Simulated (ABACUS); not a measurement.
**KMgF3 under changes of volume**

One of the cells (12.665 Å³/atom); the others are scaled copies at fixed shape and fractional positions:

```
CELL_PARAMETERS angstrom
3.98590 0.00000 0.00000
0.00000 3.98590 0.00000
0.00000 0.00000 3.98590
ATOMIC_POSITIONS crystal
K 0.50000 0.50000 0.50000
Mg 0.00000 0.00000 0.00000
F 0.00000 0.00000 0.50000
F 0.00000 0.50000 0.00000
F 0.50000 0.00000 0.00000
```

| Item | Value |
| --- | --- |
| Program | ABACUS 3.10.1 |
| Functional | PBE |
| Potentials or basis | PseudoDojo NC SR 0.4.1 PBE standard |
| Cutoff | 1143 eV |
| Density cutoff | 4572 eV |
| Basis | plane waves |
| k mesh | 7 × 7 × 7 |
| Occupations | fermi-dirac, width 0.05 eV |
| Spin | no spin polarisation |

```tsv
volume (Å³/atom)	energy over the lowest point (meV/atom)	pressure (GPa)	gap on the mesh (eV)
11.905	36.67	9.4	7.88
12.159	23.56	7.2	7.71
12.412	?	?	?
12.665	6.60	3.6	7.39
12.918	2.15	2.0	7.24
13.172	0.02	0.6	7.09
13.425	0.00	-0.6	6.95
```

Problem. What does the run at 12.412 Å³/atom give?

Solution. Energy over the lowest point 13.64 meV/atom; pressure 5.3 GPa; gap on the mesh 7.54 eV.

Worked out: A Birch-Murnaghan fit of order 3 (a polynomial in V^(-2/3)) to the other rows has its minimum at 13.30 Å³/atom with B0 = V·E''(V) = 67 GPa and B' = 4.2. It gives 13.65 meV/atom at 12.412 Å³/atom, against the run's 13.64, and -dE/dV = 5.3 GPa, against 5.3. A straight line through the other rows of the gap, of slope -7.75 eV per unit of ln V, gives 7.55 eV, against the run's 7.54.

Energies are extrapolated to zero smearing.

Caveats: an odd mesh through Γ misses points on the zone boundary, where band edges often lie.
